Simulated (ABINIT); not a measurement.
# WC (Qusongite) (P-6m2) in ABINIT: further runs

The runs below take WC (Qusongite) through band structure, with rPW86PBE, BLYP.

Everything below comes from runs of ABINIT 10.8.3 (patched build). Logs are shortened: lines on timing, memory, paths and dates and some standing lists are left out, and cuts for length are marked. The log counts tension as positive stress, the text compression.

### Step 1. The crystal as given

It takes space group P-6m2 (No. 187, hexagonal). The conventional cell has a = 2.907 Å, b = 2.907 Å, c = 2.837 Å, α = 90.00°, β = 90.00°, γ = 120.00°. W (site symmetry -6m2) is surrounded by 6 C at 2.20 Å. Around C (site symmetry -6m2) lie 6 W at 2.20 Å.

### Step 2. Band structure, rPW86PBE, spin-orbit coupling, no magnetisation

Contents of run.abi:

```
# Datasets: ground state, then fixed potential
ndtset 2

# Pseudopotentials
pp_dirpath "./"
pseudos "W.GGA_PBE-JTH.xml, C.GGA_PBE-JTH.xml"

# Structure
acell 3*1.0 Angstrom
rprim
     2.9065000000     0.0000000000     0.0000000000
    -1.4532500000     2.5171028361     0.0000000000
     0.0000000000     0.0000000000     2.8366000000
ntypat 2
znucl 74 6
natom 2
typat 1 2
xred
     0.0000000000     0.0000000000     0.0000000000
     0.6666666667     0.3333333333     0.5000000000

# Plane-wave basis
ecut 20.0
pawecutdg 40.0

# Exchange and correlation
ixc -144130

# Bands and occupations
occopt 3
tsmear 0.00183747

# Spin
nspinor 2
nspden 1
pawspnorb 1

# SCF cycle
nstep 100

# Output
iomode 3
prtwf 0
prteig 0
prtebands 0
enunit 1
prtden1 1

# Dataset 1
kptopt1 4
ngkpt1 10 10 9
nshiftk1 1
shiftk1 0.0 0.0 0.0
nband1 26
tolvrs1 1.0e-9

# Dataset 2: bands along G-M-K-G-A-L-H-A
iscf2 -2
getden2 1
nband2 34
nbdbuf2 2
tolwfr2 1.0e-12
kptopt2 -7
ndivsm2 5
prteig2 1
kptbounds2
     0.0000000000     0.0000000000     0.0000000000
     0.5000000000     0.0000000000     0.0000000000
     0.3333333333     0.3333333333     0.0000000000
     0.0000000000     0.0000000000     0.0000000000
     0.0000000000     0.0000000000     0.5000000000
     0.5000000000     0.0000000000     0.5000000000
     0.3333333333     0.3333333333     0.5000000000
     0.0000000000     0.0000000000     0.5000000000
```

Potentials or basis: JTH PAW PBE v2.0.

Run with:

```console
> abinit run.abi > log 2>&1
```

run.abo:

```text
.Version 10.8.3 of ABINIT
 DATASET    1 : space group P3 1 2 (#149); Bravais hP (primitive hexag.)
================================================================================
 Values of the parameters that define the memory need for DATASET  1.
     intxc =       0    ionmov =       0      iscf =      17    lmnmax =      18
     lnmax =       6     mgfft =      24  mpssoang =       3    mqgrid =    3001
     natom =       2  nloc_mem =       2    nspden =       1   nspinor =       2
    nsppol =       1      nsym =       6    n1xccc =       1    ntypat =       2
    occopt =       3   xclevel =       2
       mpw =         617          nfft =       13824          nkpt =         158
 PAW method is used; the additional fine FFT grid is defined by:
   mgfftf=        32    nfftf =     32768
================================================================================
================================================================================

 DATASET    2 : space group P3 1 2 (#149); Bravais hP (primitive hexag.)
================================================================================
 Values of the parameters that define the memory need for DATASET  2.
     intxc =       0    ionmov =       0      iscf =      -2    lmnmax =      18
     lnmax =       6     mgfft =      24  mpssoang =       3    mqgrid =    3001
     natom =       2  nloc_mem =       2    nspden =       1   nspinor =       2
    nsppol =       1      nsym =       6    n1xccc =       1    ntypat =       2
    occopt =       3   xclevel =       2
       mpw =         617          nfft =       13824          nkpt =          57
 PAW method is used; the additional fine FFT grid is defined by:
   mgfftf=        32    nfftf =     32768
================================================================================
================================================================================

--------------------------------------------------------------------------------
------------- Echo of variables that govern the present computation ------------
--------------------------------------------------------------------------------
 -outvars: echo values of preprocessed input variables --------
            acell      1.8897261259E+00  1.8897261259E+00  1.8897261259E+00 Bohr
              amu      1.83850000E+02  1.20110000E+01
             ecut      2.00000000E+01 Hartree
           enunit           1
           getden1          0
           getden2          1
             iscf1         17
             iscf2         -2
                       outvar_i_n : Printing only first  50 k-points.
              ixc     -144130
           jdtset        1    2
[... 994 lines left out ...]
cartesian_forces: null
force_length_stats: {min: null, max: null, mean: null, }
...

 Integrated electronic density in atomic spheres:
 ------------------------------------------------
 Atom  Sphere_radius  Integrated_density
    1        2.41189         11.86448707
    2        1.50737          2.50261621

================================================================================

 ----iterations are completed or convergence reached----

 Mean square residual over all n,k,spin=   49.376E-14; max=  99.826E-14
 reduced coordinates (array xred) for    2 atoms
       0.000000000000      0.000000000000      0.000000000000
       0.666666666667      0.333333333333      0.500000000000

 cartesian coordinates (angstrom) at end:
    1      0.00000000000000     0.00000000000000     0.00000000000000
    2      1.45325000000000     0.83903427870000     1.41830000000000
 length scales=  1.889726125908  1.889726125908  1.889726125908 bohr
              =  1.000000000000  1.000000000000  1.000000000000 angstroms
 Eigenvalues (   eV  ) for nkpt=  57  k points:
 kpt#   1, nband= 34, wtk=  1.00000, kpt=  0.0000  0.0000  0.0000 (reduced coord)
 -63.77219  -63.77219  -33.75714  -33.75714  -24.94337  -24.94337  -24.85404  -24.85404
  -4.23713   -4.23713    5.86317    5.86317    6.66993    6.66993    6.97487    6.97487
  10.24150   10.24150   13.22271   13.22271   13.61366   13.61366   15.67841   15.67841
  15.83652   15.83652   16.62167   16.62167   24.70475   24.70475   26.93583   26.93583
  27.36023   27.36023
 kpt#   2, nband= 34, wtk=  1.00000, kpt=  0.0556  0.0000  0.0000 (reduced coord)
 -63.77044  -63.77044  -33.76268  -33.76268  -24.94820  -24.94820  -24.87391  -24.87391
  -4.15493   -4.15493    5.89533    5.89533    6.62041    6.62041    6.98199    6.98199
   9.98741    9.98741   13.30068   13.30068   13.78296   13.78296   15.53942   15.53942
  15.75443   15.75443   16.86789   16.86789   24.52610   24.52610   27.16798   27.16798
  27.64552   27.64552
 kpt#   3, nband= 34, wtk=  1.00000, kpt=  0.1111  0.0000  0.0000 (reduced coord)
 -63.76539  -63.76539  -33.77863  -33.77863  -24.97802  -24.97802  -24.91421  -24.91421
  -3.91504   -3.91504    5.86891    5.86891    6.47890    6.47890    7.15433    7.15433
   9.41528    9.41528   13.27742   13.27742   14.34718   14.34718   15.13419   15.13419
  15.58796   15.58796   17.51789   17.51789   24.22892   24.22892   27.68087   27.68087
[... 311 lines left out ...]
  15.38768   15.49049   20.93924   20.93988   22.94023   22.94382   27.64909   27.65016
  32.88258   32.91042
 kpt#  56, nband= 34, wtk=  1.00000, kpt=  0.0333  0.0333  0.5000 (reduced coord)
 -63.72944  -63.72944  -33.89764  -33.89758  -25.53925  -25.53916  -24.78760  -24.78733
  -0.21265   -0.21262    1.67911    1.67985    7.94215    7.94710    8.08482    8.09118
   9.27385    9.28568    9.89998    9.91301   13.84573   13.85152   14.72357   14.77061
  14.91892   14.97138   20.42470   20.42479   22.38483   22.38544   27.83347   27.83365
  33.40838   33.41648
 kpt#  57, nband= 34, wtk=  1.00000, kpt=  0.0000  0.0000  0.5000 (reduced coord)
 -63.73129  -63.73129  -33.89283  -33.89283  -25.53685  -25.53685  -24.76696  -24.76696
  -0.17797   -0.17797    1.56392    1.56392    8.03672    8.03672    8.17222    8.17222
   9.33472    9.33472    9.90513    9.90513   13.73214   13.73214   14.70238   14.70238
  14.80452   14.80452   20.23777   20.23777   22.17810   22.17810   27.88261   27.88261
  33.53101   33.53202

== END DATASET(S) ==============================================================
================================================================================

 -outvars: echo values of variables after computation  --------
            acell      1.8897261259E+00  1.8897261259E+00  1.8897261259E+00 Bohr
           etotal1    -7.4809348755E+01
            fcart1     9.8048270303E-29 -5.6608195253E-29 -0.0000000000E+00
                      -9.8048270303E-29  5.6608195253E-29 -0.0000000000E+00
            rprim      2.9065000000E+00  0.0000000000E+00  0.0000000000E+00
                      -1.4532500000E+00  2.5171028361E+00  0.0000000000E+00
                       0.0000000000E+00  0.0000000000E+00  2.8366000000E+00
           strten1    -6.2285302386E-04 -6.2285302388E-04 -6.1077339044E-04
                       0.0000000000E+00  0.0000000000E+00  0.0000000000E+00
           xangst      0.0000000000E+00  0.0000000000E+00  0.0000000000E+00
                       1.4532500000E+00  8.3903427870E-01  1.4183000000E+00
             xred      0.0000000000E+00  0.0000000000E+00  0.0000000000E+00
                       6.6666666667E-01  3.3333333333E-01  5.0000000000E-01
 Calculation completed.
```

Wall time 3.1 min (1 thread of Arm Neoverse V2, shared host); peak memory 0.19 GiB.

What came out:

```
Free energy                                           : -2035.6661 eV
Pressure                                              : 18.2 GPa
Band gap on the k mesh                                : none (metal or under the smearing width)
Valence electrons inside the program's atomic spheres : W 11.86; C 2.50
```

Levels at the corners of the path, in eV from the Fermi level:
```csv
point,band 16,band 17,band 18,band 19,band 20,band 21
Γ,-3.24,0.03,0.03,3.01,3.01,3.40
M,-3.57,-0.52,-0.52,2.32,2.32,4.34
K,-3.43,0.39,0.68,0.73,1.12,2.01
Γ,-3.24,0.03,0.03,3.01,3.01,3.40
A,-2.04,-0.88,-0.88,-0.31,-0.31,3.52
L,-4.17,0.30,0.30,4.35,4.35,5.19
H,-1.58,-0.72,-0.50,4.26,4.34,6.26
A,-2.04,-0.88,-0.88,-0.31,-0.31,3.52
```

Caveat: so large a pressure means that the cell lies far from this level's equilibrium, or that cutoff or potentials fall short; the potentials were made for another functional, which shifts forces and pressure.

### Step 3. Band structure, BLYP, spin-orbit coupling, no magnetisation

Contents of run.abi:

```
ndtset 2

pp_dirpath "./"
pseudos "W.GGA_PBE-JTH.xml, C.GGA_PBE-JTH.xml"

acell 2.9065 2.9065 2.8366 Angstrom
rprim
     1.0000000000     0.0000000000     0.0000000000
    -0.5000000000     0.8660254038     0.0000000000
     0.0000000000     0.0000000000     1.0000000000
ntypat 2
znucl 74 6
natom 2
typat 1 2
xred
     0.0000000000     0.0000000000     0.0000000000
     0.6666666667     0.3333333333     0.5000000000

ecut 20.0
pawecutdg 40.0

ixc -106131

occopt 3
tsmear 0.05 eV

nspinor 2
nspden 1
pawspnorb 1

nstep 100

iomode 3
prtwf 0
prteig 0
prtebands 0
enunit 1
prtden1 1

kptopt1 4
ngkpt1 10 10 9
nshiftk1 1
shiftk1 0.0 0.0 0.0
nband1 26
tolvrs1 1.0e-9

iscf2 -2
getden2 1
nband2 34
nbdbuf2 2
tolwfr2 1.0e-12
kptopt2 -7
ndivsm2 5
prteig2 1
prtvol2 -3
kptbounds2
     0.0000000000     0.0000000000     0.0000000000
     0.5000000000     0.0000000000     0.0000000000
     0.3333333333     0.3333333333     0.0000000000
     0.0000000000     0.0000000000     0.0000000000
     0.0000000000     0.0000000000     0.5000000000
     0.5000000000     0.0000000000     0.5000000000
     0.3333333333     0.3333333333     0.5000000000
     0.0000000000     0.0000000000     0.5000000000
```

Potentials or basis: JTH PAW PBE v2.0.

Run with:

```console
> abinit run.abi > log 2>&1
```

It took 3.2 min on 1 thread of Arm Neoverse V2, shared host; peak memory 0.19 GiB.

It converged, with:

```yaml
Free_energy: -2033.1764 eV
Pressure: 19.5 GPa
Band_gap_on_the_k_mesh: none (metal or under the smearing width)
Valence_electrons_inside_the_program's_atomic_spheres: W 11.90; C 2.51
```

Stress tensor (GPa, compression positive):
```
19.92  0.00  0.00
 0.00 19.92  0.00
 0.00  0.00 18.68
```

Levels at the corners of the path, in eV from the Fermi level:
```tsv
point	band 16	band 17	band 18	band 19	band 20	band 21
Γ	-3.22	0.05	0.05	2.92	2.92	3.31
M	-3.52	-0.49	-0.49	2.24	2.24	4.25
K	-3.44	0.36	0.65	0.70	1.09	1.99
Γ	-3.22	0.05	0.05	2.92	2.92	3.31
A	-2.05	-0.90	-0.90	-0.33	-0.33	3.45
L	-4.08	0.39	0.39	4.23	4.23	5.07
H	-1.51	-0.71	-0.47	4.17	4.25	6.18
A	-2.05	-0.90	-0.90	-0.33	-0.33	3.45
```

Caveat: so large a pressure means that the cell lies far from this level's equilibrium, or that cutoff or potentials fall short; the potentials were made for another functional, which shifts forces and pressure.
